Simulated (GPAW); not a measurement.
## Ru in GPAW: convergence with k mesh

The system is Ru.

```
Ru
1.0
     2.70580    0.00000    0.00000
    -1.35290    2.34329    0.00000
     0.00000    0.00000    4.28190
Ru
2
Direct
  0.66667 0.33333 0.75000
  0.33333 0.66667 0.25000
```

* Program: GPAW 26.7.0
* Task: RPA correlation energy
* Functional: PBE
* Potentials or basis: GPAW PAW data sets (gpaw-data 1.2.1)
* Cutoff: 450 eV
* Basis: pw
* k mesh: 3 × 3 × 2
* Occupations: fermi-dirac, width 0.05 eV
* Spin: no spin polarisation

These are the settings of the first run; the series varies k mesh, with any setting tied to it.

Hardware: 1 thread of Arm Neoverse V1, on a shared host.

| k mesh | energy less the tightest run, at zero smearing (meV/atom) | CPU time (s) | peak memory (GiB) |
| --- | --- | --- | --- |
| 3 × 3 × 2 | 423.24 | 24 | 0.2 |
| 4 × 4 × 2 | -220.77 | 49 | 0.21 |
| 4 × 4 × 3 | -68.00 | 77 | 0.2 |
| 5 × 5 × 3 | -42.43 | 160 | 0.23 |
| 6 × 6 × 3 | 5.77 | 310 | 0.28 |
| 7 × 7 × 4 | 0.00 | 1100 | 0.44 |

Not settled before the last step: the energy (to 1 meV/atom). Meshes of other sizes hit other points, so gaps and Fermi surfaces needn't settle smoothly. The tightest run that finished is the yardstick and may itself not be fully converged.

Caveat, for the tightest run too: the k mesh is coarse (spacing up to 0.38 Å⁻¹), so the values aren't converged; the response cutoff is short for absolute correlation energies; RPA of a metal hangs on this mesh.
